# What opens the gap of SnO as the crystal expands

The volume of a tetragonal cell with edges a, a and c is proportional to a²c. From the smallest to the largest cell of this scan the volume grows by 20.086/17.812 − 1 = 12.8 %, which would lengthen each edge by about 4 % if it were shared evenly. The relaxed cells share it very unevenly: a grows by 1.0 % and c by 10.6 %. Since c is the repeat distance from one SnO layer to the next, expansion here means mostly that the layers move apart.

SnO (P4/nmm, 4 atoms per cell) at scaled volumes of the relaxed cell (a = 3.868, c = 5.065 Å), with shape and atoms relaxed at each volume. Ansatz 0.2.0, PBE, plane-wave PAW, scalar-relativistic, no spin polarisation, cutoff 420 eV, Γ-centred 10×10×8 k mesh, Gaussian smearing 0.02 eV. Energies count from the minimum of a third-order Birch-Murnaghan fit.

| volume per atom (Å³/atom) | energy over minimum (meV/atom) | pressure (GPa) | band gap on mesh (eV) |
| --- | --- | --- | --- |
| 17.812 | 5.3 | 1.70 | 0.097 |
| 18.381 | 1.2 | 0.77 | 0.293 |
| 18.949 | 0.0 | 0.01 | 0.496 |
| 19.518 | 0.8 | -0.44 | 0.692 |
| 20.086 | 2.9 | -0.74 | 0.889 |

The band gap on mesh is the energy from the highest filled to the lowest empty state among the sampled k points. It rises by 0.79 eV over the scan, in four nearly equal steps. In all five cells the filled edge lies at Γ, the centre of the Brillouin zone, and the empty edge at M, the corner (½, ½, 0). The gap is therefore indirect, and the trend follows the same two points throughout.

## Do all gaps open?

A tempting explanation runs as follows. Atoms that are farther apart overlap less, less overlap makes narrower bands, and narrower bands leave wider gaps everywhere. It predicts the right sign for the column in the table, which is why it is easily believed.

The direct gap, taken between filled and empty states at one and the same k point, puts it to the test. If this gap grew at every mesh point, the smallest of them would have to grow too. The same calculations give 1.95 eV for that smallest direct gap in the most compressed cell and 1.83 eV in the most expanded one. It does rise at the first step, to 2.02 eV, but then falls at each of the other three. A general opening of the gaps is thus ruled out on this mesh, and what needs explaining is the energy difference between Γ and M.

## Within the layers or between them?

Two explanations remain. Either the slight stretch of the layers themselves opens the gap, or their growing separation does. Both edges lengthen at every step, so the direction of the trend can't decide, but the sizes of the steps can, provided the gap responds nearly in proportion to the stretch. The last step in a is only 0.38 times the first, while the last step in c is 1.13 times the first. The gap steps stay equal within about 4 %, which is much closer to the behaviour of c.

The simplest model is a deformation potential: for small strains the gap changes in proportion to the length that matters. The two most compressed cells fix the slope, and the most expanded cell, which takes no part in fixing it, serves as the test. Between those two cells c grows from 4.826 to 4.948 Å and the gap by 0.196 eV, a slope of 0.196/0.122 = 1.61 eV/Å. The largest cell has c = 5.337 Å, which is 0.389 Å farther on, so the estimate is 0.293 + 1.61 × 0.389 = 0.92 eV. The calculation gives 0.89 eV, and the estimate is about 3 % too high.

The same exercise with a does much worse. Its slope is 0.196/0.013 = 15 eV/Å, and only 0.025 Å remain to the largest cell, so the estimate is 0.293 + 15 × 0.025 = 0.67 eV. That is a quarter below the calculated gap. If a alone were responsible, the gap would also have to change by about 38 eV per unit of relative area change, whereas deformation potentials are usually a few eV, up to roughly ten.

Straight lines fitted to all five cells agree with this verdict: the typical miss is 0.011 eV for c and 0.054 eV for a. A line in volume does better still, at 0.002 eV, but volume is no separate cause. In every step at least three quarters of the volume strain comes from c, and the rest comes from a. The better fit may mean that the in-plane stretch adds a small share, or that c is an imperfect measure of the space between the layers. One path, on which both edges grow together, can't settle which. The printed analysis after this text gives the three fits.

## Why the space between the layers matters

Tin in SnO keeps two of its outer electrons as a lone pair, which points out of the layer towards the next one. In the cell near zero pressure, the Sn–O distance of 2.25 Å and a = 3.868 Å place the tin atoms √(2.25² − 1.934²) ≈ 1.15 Å above and below the oxygen plane. This leaves c − 2 × 1.15 ≈ 2.8 Å between the tin planes that face each other. If the layers kept their thickness, all of the growth in c would go into this space.

Orbitals that meet across it combine in phase or out of phase, and the two combinations differ in energy. Which combination occurs depends on the k point, so the coupling raises a band in one part of the zone and lowers it in another. In the usual picture of SnO, contact between tin atoms of neighbouring layers pushes the filled edge and the empty edge towards each other at different k points. Moving the layers apart weakens the coupling, and the indirect gap opens. A direct gap compares two bands at a single point, where both may shift the same way, so it need not follow.

The numbers support part of this picture. In the most compressed cell the smallest direct gap exceeds the indirect gap by 1.86 eV. The lowest empty state at Γ must then lie at least 1.86 eV above the one at M, since otherwise Γ itself would have a smaller direct gap. In the most expanded cell this lower bound has dropped to 0.94 eV. That fits a band that flattens as the layers part, although a falling lower bound doesn't prove it. How much of the change belongs to the filled edge and how much to the empty one stays open, because the band energies of different cells share no common zero.

Tin dioxide makes a useful contrast. Its tin atoms keep no lone pairs, it has no layers, and its expansion has to stretch Sn–O bonds. Its empty edge is an antibonding state of those bonds, which sinks as they lengthen, so its gap narrows on expansion. To guess the sign for a related solid, ask first which distance takes up the strain, and then which orbitals meet across it.

## What this means under pressure

Along this path, one per cent of volume is worth about 0.07 eV of gap, whether the crystal is squeezed or stretched. No such single figure exists for pressure. Between the two smallest cells the gap grows by 0.21 eV for each GPa of pressure released, and between the two largest by 0.66 eV. The gap hasn't become more sensitive to volume; the crystal has become softer. Layers in close contact repel each other steeply, and layers farther apart yield easily, which also accounts for the unusual pressure derivative of the fitted energy curve.

This softness makes the gap itself hard to predict. The whole scan stays within 5.3 meV per atom of the minimum, so a small error in the attraction between layers shifts c, and the gap with it. PBE lacks the long-range dispersion attraction and puts the layers too far apart: the measured c is, as a rough recalled figure, 4.8 Å. The cell of the scan with nearly that spacing has a gap of only 0.10 eV, against 0.50 eV in the cell near zero pressure. The measured gap, also recalled, is roughly 0.7 eV, so the second value probably looks respectable largely because the overlong spacing hides part of PBE's usual underestimate.

For the most compressed cell even the sign of the gap is uncertain. Band edges between the sampled k points can only make the PBE gap of the whole zone smaller than the tabulated one, and 0.10 eV leaves little room. To find out whether PBE already makes SnO a semimetal there, one would have to calculate the bands on a much finer k mesh.

Output of the analysis:

```
Cell edges and gaps:
     row    a_A    c_A  direct_gap_eV  direct_less_indirect_eV
  17.812  3.842  4.826          1.955                    1.858
  18.381  3.855  4.948          2.021                    1.728
  18.949  3.868  5.065          1.939                    1.443
  19.518  3.875  5.199          1.874                    1.182
  20.086   3.88  5.337           1.83                   0.9407
Change from the row before:
     row  gap_eV    a_A    c_A  c_share_of_volume_strain_percent  gap_eV_per_GPa
  18.381   0.196  0.013  0.122                             79.39         -0.2108
  18.949   0.203  0.013  0.117                             76.79         -0.2671
  19.518   0.196  0.007  0.134                             88.26         -0.4356
  20.086   0.197  0.005  0.138                             91.32         -0.6567
Rise of the indirect gap over the scan, eV: 0.792
Change of the smallest direct gap from first to last row, eV: -0.125
Growth of a over the scan, percent: 0.9891
Growth of c over the scan, percent: 10.59
Last step over first step, edge a: 0.3846
Last step over first step, edge c: 1.131
Last step over first step, gap: 1.005
Last over first gap change per GPa: 3.116
fit of gap on 5 rows: constant -7.401 +/- 0.18, coefficient of edge_c 1.556 +/- 0.035; rms 0.0109, worst 18.949 -0.0182, leave-one-out rms 0.0204
fit of gap on 5 rows: constant -76.34 +/- 8.7, coefficient of edge_a 19.88 +/- 2.2; rms 0.0538, worst 20.086 -0.0775, leave-one-out rms 0.102
fit of gap on 5 rows: constant -6.116 +/- 0.022, coefficient of volume 0.3488 +/- 0.0012; rms 0.00161, worst 18.949 -0.00267, leave-one-out rms 0.00232
Gap change per unit relative volume change, eV: 6.61
Gap change per unit relative area change if a alone drove it, eV: 38.42
```
